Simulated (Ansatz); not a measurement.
AlNi:

```
CELL_PARAMETERS angstrom
2.88100 0.00000 0.00000
0.00000 2.88100 0.00000
0.00000 0.00000 2.88100
ATOMIC_POSITIONS crystal
Ni 0.50000 0.50000 0.50000
Al 0.00000 0.00000 0.00000
```

Base run:

- Program: Ansatz 0.2.0
- Functional: PBEsol
- Potentials or basis: all-electron LAPW, non-relativistic
- Cutoff: 255 eV
- Density cutoff: 1022 eV
- Basis error allowed: 0.001 eV/atom
- k mesh: 9 × 9 × 9
- Occupations: fermi-dirac, width 0.05 eV
- Spin: collinear spin, ferromagnetic start
- Starting moments: [1.0, 0.0] μB

Its results: pressure -1.4 GPa; net moment 0.00 μB per cell.

Problem. After a change of settings the same cell gave: pressure -3.4 GPa; net moment 0.00 μB per cell. Which change was it?
A. functional from PBEsol to LDA; potentials or basis from all-electron LAPW, non-relativistic to all-electron LAPW, scalar-relativistic
B. functional from PBEsol to PBE; potentials or basis from all-electron LAPW, non-relativistic to all-electron LAPW, scalar-relativistic
C. potentials or basis from all-electron LAPW, non-relativistic to all-electron LAPW, inner shells corrected to Dirac's equation

Solution. C.

Not every run made on this cell is shown here.
